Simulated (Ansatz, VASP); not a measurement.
## FePt (Tetraferroplatinum) in VASP and in Ansatz

```
CELL_PARAMETERS angstrom
2.72350 0.00000 0.00000
0.00000 2.72350 0.00000
0.00000 0.00000 3.72000
ATOMIC_POSITIONS crystal
Pt 0.50000 0.50000 0.50000
Fe 0.00000 0.00000 0.00000
```

Alike in both runs: task single point; functional PBE; k mesh 10 × 10 × 7; occupations fermi-dirac, width 0.05 eV; collinear spin.

|  | VASP | Ansatz |
| --- | --- | --- |
| version | VASP 6.6.1 | Ansatz 0.2.0 |
| potentials or method | VASP PAW PBE potentials, release 64 (Pt, Fe) | Ansatz PAW |
| plane-wave cutoff (eV) | 520 | 420 |
| valence electrons in the cell | 18 | 34 |

Ansatz gave:

```
gap on the k mesh at the Fermi level (eV)                     : none
pressure (GPa)                                                : 3.4
largest component of the traceless stress (GPa)               : 0.31
net moment per atom (μB)                                      : 1.64
size of the moment on the site where the two differ most (μB) : 0.39
```

Question: Which values does VASP return?

Answer: gap on the k mesh at the Fermi level (eV): none; pressure (GPa): 2.9; largest component of the traceless stress (GPa): 0.37; net moment per atom (μB): 1.64; size of the moment on the site where the two differ most (μB): 0.34.

Site moments also hang on the region over which each program counts them. A gap of «none» marks a metal or a gap that the smearing closes. The functional is the same, so the differences come from potentials, cutoffs and numerics. The two sets of potentials don't hold the same shells in valence.

The runs have no spin-orbit coupling, so splittings on Pt are missing.
